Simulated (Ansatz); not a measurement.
# Ta (fcc type): the cost of one run

Method: DFT, PBE, PAW with Ansatz's default frozen-core files, scalar-relativistic, in Ansatz 0.2.0.

## (1) Starting point

It takes space group Fm-3m (No. 225, cubic). The conventional cell has a = 4.185 Å, b = 4.185 Å, c = 4.185 Å, α = 90.00°, β = 90.00°, γ = 90.00°. Ta (site symmetry m-3m) is surrounded by 12 Ta at 2.96 Å.

Coordinates:

```
CELL_PARAMETERS angstrom
0.00000 2.09238 2.09238
2.09238 0.00000 2.09238
2.09238 2.09238 0.00000
ATOMIC_POSITIONS crystal
Ta 0.00000 0.00000 0.00000
```

## (2) Cell relaxed at zero pressure, PAW

Contents of input.yaml:

```yaml
crystal:
  lattice:
    - [0.0, 2.0923759827, 2.0923759827]
    - [2.0923759827, 0.0, 2.0923759827]
    - [2.0923759827, 2.0923759827, 0.0]
  atoms:
    - { symbol: Ta, position: [0.0, 0.0, 0.0] }
kpoints:
  mp_grid: { grid: [16, 16, 16] }
scf:
  occupations: { method: fermi_dirac, width: 0.08 }
hamiltonian:
  xc: pbe
  pseudopotentials: { kind: paw }
output:
  forces: true
  stress: true
relax:
  f_tol: 0.005
  max_steps: 40
  cell: {}
```

The run is started by

```bash
$ ansatz run input.yaml --threads 1 --pin off --max-ram 3584MiB --backend cpu --events-out ev --progress --plain --runs-dir out
```

Q: Estimate wall time and peak memory on 1 thread of Intel Xeon Platinum 8488C (Sapphire Rapids), shared host.

About 5.2 s, with a peak of 0.36 GiB.
